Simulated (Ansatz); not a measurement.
# Al/LiH/Al: predicting the conductance of a thicker barrier

**Method.** Ansatz 0.2.0, plane waves with PAW datasets, PBE. Interfaces are relaxed in a short slab (with D3(BJ) where the barrier is layered), set between ideal electrode layers that go on as semi-infinite leads, and the zero-bias conductance G at 300 K comes from T(E) on a typed mesh. The error is the largest of the program's estimates from energy step, mesh, the leads' potential steps and neutrality; its separate bound for narrow resonances between the energies solved isn't counted and can be far larger. The lower electrode is Al (fcc 111), the upper Al (fcc 111) and the barrier LiH (rock salt 111), on a net of side 2.835 Å; d is the distance between the electrodes' last planes.

The runs shown:

| planes in the barrier | d (Å) | G (S/m²) | error (%) | lead step (meV) |
| --- | --- | --- | --- | --- |
| 4 | 7.90 | 8.37e13 | 5 | 14 |
| 6 | 10.22 | 1.93e13 | 8 | 14 |
| 8 | 12.54 | 4.45e12 | 12 | 15 |
| 10 | 14.86 | 1.08e12 | 18 | 15 |

**Question.** A further run has 12 planes, d = 17.17 Å. Fit G ∝ exp(−βd) to the rows shown and predict its conductance.

**Worked fit.** Take y = ln G: 32.06, 30.59, 29.12 and 27.71. The means are d = 11.38 Å and y = 29.87; Σ(Δd Δy) = −16.85 and Σ(Δd)² = 26.91, so the slope is −0.626 Å⁻¹ (β = 0.626 Å⁻¹). At d = 17.17 Å, y = 29.87 − 0.626 × 5.79 = 26.24, or G = 2.50e11 S/m².

What the calculation gave: The run gave 2.79e11 S/m², with an error estimate of 24 % and a lead step of 15 meV. The prediction is 0.897 times that, too low by 10 %. That lies within the runs' own error estimates, carried through the fit.

**Limits.** The interfaces are ideal, one cell wide, strained to a common net and relaxed from one registry with their symmetry kept. PBE's gaps are too small, so true decay constants are likely larger where the Fermi level lies deep in a gap. No spin-orbit coupling, phonons, disorder or image charges enter. The rows shown are chosen by tests on error estimates (under 100 to 120 %), lead steps (under 150 meV, though the program warns over 25), intact interfaces and, for fits, a steady trend in the rows shown; the data set holds 414 series of this kind, and not all pass.
